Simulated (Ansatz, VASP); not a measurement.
Al in VASP and in Ansatz

File INCAR:

```
SYSTEM = Al
PREC = Accurate
ENCUT = 600
EDIFF = 1E-6
ISMEAR = 1
SIGMA = 0.15
LREAL = .False.
LASPH = .True.
NELM = 100
ALGO = Normal
ISIF = 3
LWAVE = .False.
LCHARG = .False.
GGA = PE
IBRION = 2
NSW = 80
EDIFFG = -0.005
```

Contents of KPOINTS:

```
Automatic mesh
0
Gamma
  13 13 13
  0 0 0
```

File POSCAR:

```
Al
1.0
    0.0000000000      2.0248050000      2.0248050000
    2.0248050000      0.0000000000      2.0248050000
    2.0248050000      2.0248050000      0.0000000000
Al
1
Direct
    0.0000000000      0.0000000000      0.0000000000
```

Input for Ansatz:

```yaml
crystal:
  lattice:
    - [0.0, 2.024805, 2.024805]
    - [2.024805, 0.0, 2.024805]
    - [2.024805, 2.024805, 0.0]
  atoms:
    - { symbol: Al, position: [0.0, 0.0, 0.0] }
basis:
  ecutwfc: 517.016338673772
kpoints:
  mp_grid:
    grid: [13, 13, 13]
    shift: [0.0, 0.0, 0.0]
hamiltonian:
  xc: pbe
scf:
  occupations:
    method: cold
    width: 0.15
relax:
  f_tol: 0.005
  cell:
    stress_tol: 0.01
output:
  write_density: true
```

Alike in both runs: task relaxation of cell and atoms; functional PBE; k mesh 13 × 13 × 13; no spin polarisation.

|  | VASP | Ansatz |
| --- | --- | --- |
| version | VASP 6.6.1 | Ansatz 0.2.0 |
| potentials or method | VASP PAW PBE potentials, release 64 (Al) | plane waves, PAW |
| plane-wave cutoff (eV) | 600 | 517 |
| occupations | methfessel-paxton of order 1, width 0.15 eV | cold, width 0.15 eV |
| valence electrons in the cell | 3 | 3 |

Ansatz gave:

* relaxed volume (Å³/atom): 16.46
* relaxed cell length with the largest relative difference (Å): 2.856

**Question.** What did VASP give for the same quantities?

**Answer.** Relaxed volume (Å³/atom): 16.47; relaxed cell length with the largest relative difference (Å): 2.856.
